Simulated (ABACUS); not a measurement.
# WS2 in ABACUS: further runs

Runs on WS2. Level: PBE. Tasks: single point, relaxation of cell and atoms.

All numbers are computed with ABACUS 3.10.1; they aren't measurements. Logs are shortened: lines on timing, memory, paths and dates and some standing lists are left out, and cuts for length are marked.

## (1) The structure

The cell holds a slab with vacuum, 3 atoms: a = 3.184 Å, b = 3.184 Å, c = 16.951 Å, α = 90.00°, β = 90.00°, γ = 120.00°.

## (2) Single point, PBE

Contents of INPUT:

```
INPUT_PARAMETERS
suffix              WS2
calculation         scf
basis_type          lcao
pseudo_dir          ./
orbital_dir         ./
latname             hexagonal
symmetry            1
dft_functional      pbe
ecutwfc             100
pseudo_rcut         10
nspin               1
nbands              18
ks_solver           scalapack_gvx
smearing_method     fd
smearing_sigma      0.00367493
scf_thr             1e-07
scf_nmax            100
mixing_type         broyden
mixing_beta         0.7
cal_force           1
cal_stress          1
out_mul             1
out_chg             1
```

Contents of STRU:

```
ATOMIC_SPECIES
W 183.8400 W.upf
S 32.0600 S.upf

NUMERICAL_ORBITAL
W_confined-atom_7au_2s1p1d.orb
S_confined-atom_7au_1s1p.orb

LATTICE_CONSTANT
6.0159740246

LATTICE_PARAMETERS
5.3244827413

ATOMIC_POSITIONS
Direct

W
0.0
1
0.0000000000 0.0000000000 0.0000000000 1 1 1

S
0.0
2
0.3333333333 0.6666666667 0.0920005100 1 1 1
0.3333333333 0.6666666667 0.9079994900 1 1 1
```

Contents of KPT:

```
K_POINTS
0
Gamma
9 9 2 0 0 0
```

Potentials or basis: PseudoDojo NC SR 0.4.1 PBE standard, SZ LCAO (the cutoffs set its grid).

Started as:

```sh
$ OMP_NUM_THREADS=1 mpirun -np 4 abacus > log
```

running log:

```text
ABACUS v3.10.1

               Atomic-orbital Based Ab-initio Computation at UStc

 ------------------------------------------------------------------------------------

 READING GENERAL INFORMATION
                           global_out_dir = OUT.WS2/
                           global_in_card = INPUT
                               pseudo_dir = ./
                              orbital_dir = ./
                                    DSIZE = 4
                                    GSIZE = 1

 READING UNITCELL INFORMATION
                                    ntype = 2
                  lattice constant (Bohr) = 6.01597
              lattice constant (Angstrom) = 3.18352

 READING ATOM TYPE 1
                               atom label = W
                      L=0, number of zeta = 2
                      L=1, number of zeta = 1
                      L=2, number of zeta = 1
             number of atom for this type = 1

 READING ATOM TYPE 2
                               atom label = S
                      L=0, number of zeta = 1
                      L=1, number of zeta = 1
             number of atom for this type = 2

                        TOTAL ATOM NUMBER = 3
DIRECT COORDINATES
    atom                   x                   y                   z     mag                  vx                  vy                  vz
taud_W1            0.0000000000        0.0000000000        0.0000000000  0.0000        0.0000000000        0.0000000000        0.0000000000
taud_S1            0.3333333333        0.6666666667        0.0920005100  0.0000        0.0000000000        0.0000000000        0.0000000000
taud_S2            0.3333333333        0.6666666667        0.9079994900  0.0000        0.0000000000        0.0000000000        0.0000000000

                          Volume (Bohr^3) = 1003.98
                             Volume (A^3) = 148.775

 Lattice vectors: (Cartesian coordinate: in unit of a_0)
                   +1                  +0                  +0
                 -0.5           +0.866025                  +0
                   +0                  +0            +5.32448
 Reciprocal vectors: (Cartesian coordinate: in unit of 2 pi/a_0)
                   +1            +0.57735                  -0
                   -0             +1.1547                  -0
                   +0                  -0           +0.187812
 The esolver type has been set to : ksdft_lcao

                PAO radial cut off (Bohr) = 10

 Read in pseudopotential file is W.upf
                     pseudopotential type = NC
          exchange-correlation functional = PBE
                 nonlocal core correction = 1
                        valence electrons = 14
                                     lmax = 3
                           number of zeta = 4
                     number of projectors = 8
                           L of projector = 0
                           L of projector = 0
                           L of projector = 1
                           L of projector = 1
                           L of projector = 2
                           L of projector = 2
                           L of projector = 3
                           L of projector = 3
                PAO radial cut off (Bohr) = 10

 Read in pseudopotential file is S.upf
                     pseudopotential type = NC
          exchange-correlation functional = PBE
                 nonlocal core correction = 1
                        valence electrons = 6
                                     lmax = 2
                           number of zeta = 2
                     number of projectors = 6
                           L of projector = 0
                           L of projector = 0
                           L of projector = 1
                           L of projector = 1
                           L of projector = 2
                           L of projector = 2
     initial pseudo atomic orbital number = 18

 SETUP THE ELECTRONS NUMBER
             electron number of element W = 14
       total electron number of element W = 14
             electron number of element S = 6
       total electron number of element S = 12
            AUTOSET number of electrons:  = 26
                           occupied bands = 13
                                   NLOCAL = 18
                                   NBANDS = 18
                                   NBANDS = 18
                                   NLOCAL = 18

%%%%%%%%%%%%%%%%%%%%%%%%%%%%%%%%%%%%%%%%%%%%%%%%%%%%%%%%%%%%%%%%%%%%%%%%%%%%%%%%%%%%%%%%%%%%%%%%%%%%%%%%%%
 Warning: the number of valence electrons in pseudopotential > 6 for W: [Xe] 4f14 5d4 6s2
[... 82 lines left out ...]
                                    nspin = 1
                   Input type of k points = Monkhorst-Pack(Gamma)
                                   nkstot = 162
                       right hand lattice = 1
(for reciprocal lattice: )
                             BRAVAIS TYPE = 4
                     BRAVAIS LATTICE NAME = 04. Hexagonal cell
                                    ibrav = 4
                       right hand lattice = 1
(for k-lattice: )
                             BRAVAIS TYPE = 4
                     BRAVAIS LATTICE NAME = 04. Hexagonal cell
                                    ibrav = 4
                       right hand lattice = 1
                        ROTATION MATRICES = 24
                               nkstot_ibz = 24
K-POINTS REDUCTION ACCORDING TO SYMMETRY
     IBZ    DIRECT_X    DIRECT_Y    DIRECT_Z  WEIGHT  ibz2bz
       1  0.00000000  0.00000000  0.00000000  0.0062       0
       2 -0.11111111  0.11111111  0.00000000  0.0370       1
       3 -0.22222222  0.22222222  0.00000000  0.0370       2
       4 -0.33333333  0.33333333  0.00000000  0.0370       3
       5 -0.44444444  0.44444444  0.00000000  0.0370       4
       6 -0.11111111  0.22222222  0.00000000  0.0370      10
[... 16 lines left out ...]
      23  0.44444444  0.33333333  0.50000000  0.0741     102
      24  0.33333333  0.33333333  0.50000000  0.0123     111

                               nkstot now = 24
[... K-POINTS DIRECT COORDINATES: 24 rows ...]

           k-point number in this process = 24
       minimum distributed K point number = 24
[... stars of the k points ...]

[... K-POINTS CARTESIAN COORDINATES: 24 rows ...]

[... K-POINTS DIRECT COORDINATES: 24 rows ...]

 SETUP PLANE WAVES FOR WAVE FUNCTIONS
     energy cutoff for wavefunc (unit:Ry) = 100
              fft grid for wave functions = [ 40, 40, 216 ]
                    number of plane waves = 22203
                         number of sticks = 301

 PARALLEL PW FOR WAVE FUNCTIONS
     PROC   COLUMNS(POT)             PW
        1             76           5558
        2             75           5549
        3             75           5545
        4             75           5551
 --------------- sum -------------------
        4            301          22203

 SET NONLOCAL PSEUDOPOTENTIAL PROJECTORS
 SET NONLOCAL PSEUDOPOTENTIAL PROJECTORS
 max number of nonlocal projetors among all species is 8

 -------------------------------------------
 SELF-CONSISTENT
 -------------------------------------------

 SETUP SEARCHING RADIUS FOR PROGRAM TO SEARCH ADJACENT ATOMS
                  longest orb rcut (Bohr) = 7
   longest nonlocal projector rcut (Bohr) = 2.06
                     search radius (Bohr) = 18.1
              searching radius is (Bohr)) = 18.1
         searching radius unit is (Bohr)) = 6.02
                         PeriodicBoundary = 1
                        Radius(unit:lat0) = 3.01
                                   glayer = [ 5, 5, 2 ]
                             glayer_minus = [ 4, 4, 1 ]

Find the coordinate range of the input atom(unit:lat0).
                                  min_tau = [ -6, -3.46, -5.32 ]
                                  max_tau = [ 6, 4.04, 10.2 ]
                                BoxNumber = [ 9, 9, 3 ]

 SETUP EXTENDED REAL SPACE GRID FOR GRID INTEGRATION
                          real space grid = [ 40, 40, 216 ]
                 big cell numbers in grid = [ 8, 8, 72 ]
             meshcell numbers in big cell = [ 5, 5, 3 ]
                        extended fft grid = [ 11, 11, 16 ]
                dimension of extened grid = [ 31, 31, 105 ]
                            UnitCellTotal = 75
              Atom number in sub-FFT-grid = 3
    Local orbitals number in sub-FFT-grid = 18
                                ParaV.nnr = 1499
                                 init_chg = atomic

 LCAO ALGORITHM --------------- ION=   1  ELEC=   1--------------------------------

 Density error is 0.0578677817597
----------------------------------------------------------
     Energy           Rydberg                 eV
----------------------------------------------------------
 E_KohnSham     -195.6351861571      -2661.7532610274
 E_Harris       -203.5507753792      -2769.4503774757
 E_Fermi        0.0724032879         0.9850972698
----------------------------------------------------------
[... 135 lines left out ...]
 Density error is 4.39723178805e-08
----------------------------------------------------------
     Energy           Rydberg                 eV
----------------------------------------------------------
 E_KohnSham     -195.6796569132      -2662.3583167044
 E_KS(sigma->0) -195.6796568829      -2662.3583162921
 E_Harris       -195.6796737286      -2662.3585454894
 E_band         -36.6835426765       -499.1052032272
 E_one_elec     -861.1381189254      -11716.3851823876
 E_Hartree      429.8926216584       5848.9891827128
 E_xc           -46.1462982012       -627.8525971438
 E_Ewald        281.7121386157       3832.8902809388
 E_entropy(-TS) -0.0000000606        -0.0000008246
 E_descf        0.0000000000         0.0000000000
 E_exx          0.0000000000         0.0000000000
 E_Fermi        0.0023624002         0.0321421039
----------------------------------------------------------

 charge density convergence is achieved
 final etot is -2662.3583167 eV
 EFERMI = 0.032142103935 eV

 STATE ENERGY(eV) AND OCCUPATIONS    NSPIN == 1
 1/24 kpoint (Cartesian) = 0.0000 0.0000 0.0000 (4273 pws)
       1       -74.5860      0.0123457
       2       -39.1025      0.0123457
       3       -38.9518      0.0123457
       4       -38.9518      0.0123457
       5       -16.5465      0.0123457
       6       -14.3055      0.0123457
[... 98 lines left out ...]
       5       -15.9504      0.0740741
       6       -14.2122      0.0740741
[... 10 lines left out ...]
      17        3.29072    3.68123e-30
      18        7.64698    5.34605e-68

[... levels at 18 further k points ...]

 correction force for each atom along direction 1 is -0.0891998
 correction force for each atom along direction 2 is 0.0330466
 correction force for each atom along direction 3 is 4.02595e-14
------------------------------------------------------------------------------------------
 TOTAL-FORCE (eV/Angstrom)
------------------------------------------------------------------------------------------
                        W1         0.0000000000         0.0000000000         0.0000000000
                        S1         0.0000000000         0.0000000000         2.7413015290
                        S2         0.0000000000         0.0000000000        -2.7413015290
------------------------------------------------------------------------------------------

----------------------------------------------------------------
 TOTAL-STRESS (KBAR)
----------------------------------------------------------------
        67.7626990569        -0.0000000000         0.0000000000
         0.0000000000        67.7626990569         0.0000000000
         0.0000000000         0.0000000000        92.0782330553
----------------------------------------------------------------
 TOTAL-PRESSURE: 75.867877 KBAR

 --------------------------------------------
 !FINAL_ETOT_IS -2662.3583167043548201 eV
 --------------------------------------------
```

Run time: 4.2 s. Hardware: 4 MPI ranks of Intel Xeon 6975P-C (Granite Rapids), shared host; peak memory 0.44 GiB.

The run converged, but some of its settings lie outside the range that counts as converged, so its numbers aren't taken as properties of the slab.

Results:

| Property | Result |
| --- | --- |
| Free energy | -2662.3583 eV |
| Largest force | 2.741 eV/Å |
| Band gap on the k mesh | 1.09 eV, indirect (least direct gap 1.82 eV) |
| Mulliken charges | W +0.37; S -0.19 e |

Caveat: the atomic orbitals were generated for these runs and aren't a published set; Mulliken charges move with the basis; spin-orbit coupling is left out, which moves the levels of the heavy elements; the basis of atomic orbitals isn't converged, which shifts pressures, moduli and gaps.

## (3) Relaxation of cell and atoms, PBE

Changes to INPUT since step 2:

```diff
@@ -2,3 +2,3 @@
 suffix              WS2
-calculation         scf
+calculation         cell-relax
 basis_type          lcao
@@ -12,4 +12,4 @@
 nspin               1
-nbands              18
-ks_solver           scalapack_gvx
+nbands              17
+ks_solver           genelpa
 smearing_method     fd
@@ -23,2 +23,6 @@
 out_mul             1
-out_chg             1
+relax_nmax          60
+force_thr_ev        0.005
+relax_method        cg
+out_stru            1
+stress_thr          1
```

STRU is that of step 2.

KPT is that of step 2.

Potentials or basis: PseudoDojo NC SR 0.4.1 PBE standard, SZ LCAO (the cutoffs set its grid).

Started as:

```sh
$ OMP_NUM_THREADS=1 mpirun -np 4 abacus > log
```

running log:

```text
ABACUS v3.10.1

               Atomic-orbital Based Ab-initio Computation at UStc

 ------------------------------------------------------------------------------------

 READING GENERAL INFORMATION
                           global_out_dir = OUT.WS2/
                           global_in_card = INPUT
                               pseudo_dir = ./
                              orbital_dir = ./
                                    DSIZE = 4
                                    GSIZE = 1

 READING UNITCELL INFORMATION
                                    ntype = 2
                  lattice constant (Bohr) = 6.01597
              lattice constant (Angstrom) = 3.18352

 READING ATOM TYPE 1
                               atom label = W
[... 260 lines left out ...]
                        extended fft grid = [ 11, 11, 16 ]
                dimension of extened grid = [ 31, 31, 105 ]
                            UnitCellTotal = 75
              Atom number in sub-FFT-grid = 3
    Local orbitals number in sub-FFT-grid = 18
                                ParaV.nnr = 1499
                                 init_chg = atomic

 LCAO ALGORITHM --------------- ION=   1  ELEC=   1--------------------------------

 Density error is 0.0578677817597
----------------------------------------------------------
     Energy           Rydberg                 eV
----------------------------------------------------------
 E_KohnSham     -195.6351861571      -2661.7532610274
 E_Harris       -203.5507753792      -2769.4503774756
 E_Fermi        0.0724094920         0.9851816802
----------------------------------------------------------
[... 453 lines left out ...]
 Largest gradient in stress is 12.313111 kbar.
 Threshold is 1.000000 kbar.

 Relaxation is not converged yet!
Too many Brent steps, let's do next CG step
DIRECT COORDINATES
    atom                   x                   y                   z     mag                  vx                  vy                  vz
taud_W1            0.0000000000        0.0000000000        0.0000000000  0.0000        0.0000000000        0.0000000000        0.0000000000
taud_S1            0.3333333333        0.6666666667        0.0950585928  0.0000        0.0000000000        0.0000000000        0.0000000000
taud_S2            0.3333333333        0.6666666667        0.9049414072  0.0000        0.0000000000        0.0000000000        0.0000000000
[... 543 lines left out ...]
 Largest gradient in stress is 0.196998 kbar.
 Threshold is 1.000000 kbar.

 Relaxation is converged!

 --------------------------------------------
 !FINAL_ETOT_IS -2662.7818834623221846 eV
 --------------------------------------------
```

stdout:

```text
ABACUS v3.10.1

               Atomic-orbital Based Ab-initio Computation at UStc

%%%%%%%%%%%%%%%%%%%%%%%%%%%%%%%%%%%%%%%%%%%%%%%%%%%%%%%%%%%%%%%%%%%%%%%%%%%%%%%%%%%%%%%%%%%%%%%%%%%%%%%%%
 Warning: the number of valence electrons in pseudopotential > 6 for W: [Xe] 4f14 5d4 6s2
 Pseudopotentials with additional electrons can yield (more) accurate outcomes, but may be less efficient.
[... 257 lines left out ...]
         0.1969984022         0.0000000000         0.0000000000
         0.0000000000         0.1969984022         0.0000000000
         0.0000000000         0.0000000000        -0.0814503106
----------------------------------------------------------------
 TOTAL-PRESSURE: 0.104182 KBAR

 ETOT DIFF (eV)       : -0.000603
 LARGEST GRAD (eV/A)  : 0.002640
```

mulliken.txt:

```text
 8
CALCULATE THE MULLIkEN ANALYSIS FOR EACH ATOM
 Total charge:	26
Decomposed Mulliken populations
0                              Zeta of W              Spin 1
s                                      0              2.0013
s                                      1              0.6834
SUM OVER M+Zeta                                       2.6847

pz                                     0              1.9999
px                                     0              1.9997
py                                     0              1.9998
SUM OVER M                                            5.9994
SUM OVER M+Zeta                                       5.9994

dz^2                                   0              1.1146
dxz                                    0              0.8375
dyz                                    0              0.8911
dx^2-y^2                               0              0.9553
dxy                                    0              1.1150
SUM OVER M                                            4.9134
SUM OVER M+Zeta                                       4.9134

SUM OVER M+Zeta+L                                    13.5976

Total Charge on atom:                  W             13.5976
[... 27 lines left out ...]
SUM OVER M+Zeta+L                                     6.2012

Total Charge on atom:                  S              6.2012
```

Wall time 27 s (4 MPI ranks of Intel Xeon 6975P-C (Granite Rapids), shared host); peak memory 0.44 GiB.

These settings aren't checked as converged: the numbers below hold their error.

Results:

```yaml
Free_energy: -2662.7819 eV
Relaxed_volume: 54.32 Å³/atom
Relaxed_cell: a = 3.280 Å, b = 3.280 Å, c = 17.495 Å, α = 90.00°, β = 90.00°, γ = 120.00°
Space_group_after_relaxing_to_0.05_Å: P-6m2 (No. 187)
Energy_gained_by_relaxing: 141.2 meV/atom
Ionic_steps: 9
Mulliken_charges: W +0.40; S -0.20 e
```

Caveat: the atomic orbitals were generated for these runs and aren't a published set; Mulliken charges move with the basis; the basis of atomic orbitals isn't converged, which shifts pressures, moduli and gaps.
